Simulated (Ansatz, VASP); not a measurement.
## One calculation of NaCl, two programs

The input INCAR:

```
SYSTEM = NaCl
PREC     = Accurate       ! precision mode
ENCUT    = 520            ! plane-wave cutoff, eV
EDIFF    = 1E-6           ! SCF threshold, eV
ISMEAR   = 0              ! smearing method
SIGMA    = 0.05           ! smearing width, eV
LREAL    = .False.        ! projectors in reciprocal space
LASPH    = .True.         ! aspherical terms in the spheres
NELM     = 80             ! most SCF steps
ALGO     = Normal         ! electronic algorithm
ISIF     = 2              ! what is computed and relaxed
LWAVE    = .False.        ! write WAVECAR
LCHARG   = .False.        ! write CHGCAR
GGA      = PS             ! functional
NBANDS   = 14             ! bands
```

File KPOINTS:

```
regular mesh
0
Gamma
  8 8 8
  0 0 0
```

The input POSCAR:

```
NaCl
1.0
    3.1452030378      0.0000000000      0.0000000000
    0.0000000000      3.1452030378      0.0000000000
    0.0000000000      0.0000000000      3.1452030378
Na Cl
1 1
Direct
    0.0000000000      0.0000000000      0.0000000000
    0.5000000000      0.5000000000      0.5000000000
```

Input for Ansatz:

```yaml
crystal:
  lattice:
    - [3.1452030378, 0.0, 0.0]
    - [0.0, 3.1452030378, 0.0]
    - [0.0, 0.0, 3.1452030378]
  atoms:
    - { symbol: Na, position: [0.0, 0.0, 0.0] }
    - { symbol: Cl, position: [0.5, 0.5, 0.5] }
basis:
  ecutwfc: 420
  ecutrho_ratio: 4
kpoints:
  mp_grid: { grid: [8, 8, 8] }
hamiltonian:
  xc: pbesol
scf:
  occupations: { method: gaussian, width: 0.05 }
output:
  forces: true
  stress: true
  eigenvalues: true
```

Alike in both runs: task single point; functional PBEsol; k mesh 8 × 8 × 8; occupations gaussian, width 0.05 eV; no spin polarisation.

```csv
,VASP,Ansatz
version,VASP 6.6.1,Ansatz 0.2.0
potentials or method,"VASP PAW PBE potentials, release 64 (Na_pv, Cl)","scalar-relativistic, plane waves, PAW"
plane-wave cutoff (eV),520,420
valence electrons in the cell,14,16
```

VASP gave:

```
gap on the k mesh at the Fermi level (eV) : 5.07
least direct gap on the mesh (eV)         : 5.07
pressure (GPa)                            : 15.2
```

Task: Which values does Ansatz return?

Result: gap on the k mesh at the Fermi level (eV): 5.04; least direct gap on the mesh (eV): 5.04; pressure (GPa): 15.0.

The functional is the same, so the differences come from potentials, cutoffs and numerics. The two sets of potentials don't hold the same shells in valence.

Caveats: so large a pressure means that the cell lies far from this level's equilibrium, or that cutoff or potentials fall short (VASP); the potentials were made for another functional, which shifts forces and pressure (VASP). A k mesh can miss the band edges.
